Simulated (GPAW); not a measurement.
Crystal: Be.

```xyz
2
Lattice="2.2853 0.0000 0.0000 -1.1426 1.9791 0.0000 0.0000 0.0000 3.5842" Properties=species:S:1:pos:R:3 pbc="T T T"
Be    1.1427    0.6597    2.6882
Be    0.0000    1.3194    0.8961
```

| Quantity | Value |
| --- | --- |
| Program | GPAW 26.7.0 |
| Task | relaxation of cell and atoms |
| Functional | PBE |
| Dispersion | D3 |
| Potentials or basis | GPAW PAW data sets (gpaw-data 1.2.1) |
| Cutoff | 800 eV |
| Basis | pw |
| k mesh | 11 × 11 × 6 |
| Occupations | fermi-dirac, width 0.05 eV |
| Spin | no spin polarisation |

At the start: pressure -6.4 GPa; volume 8.11 Å³/atom.

Problem. How do energy, volume and symmetry change on relaxing?

Solution. Over 3 steps the energy falls by 9.1 meV/atom and the volume is 7.66 Å³/atom (-5.5 %); space group P6_3/mmc (No. 194, to 0.05 Å).

Step by step:
```tsv
step	energy change (eV)	largest force (eV/Å)	pressure (GPa)	volume (Å³)
1	0.0000	0.0000	-6.36	16.21
2	-0.0042	0.0000	-5.62	16.10
3	-0.0181	0.0000	0.29	15.32
```

Final structure:
```
Be
1.0
     2.23907    0.00000    0.00000
    -1.11953    1.93909    0.00000
     0.00000    0.00000    3.52792
Be
2
Direct
  0.66667 0.33333 0.75000
  0.33333 0.66667 0.25000
```

Caveat: later steps reuse the first step's grids; pairwise dispersion overbinds metals, which lowers pressure and volume.
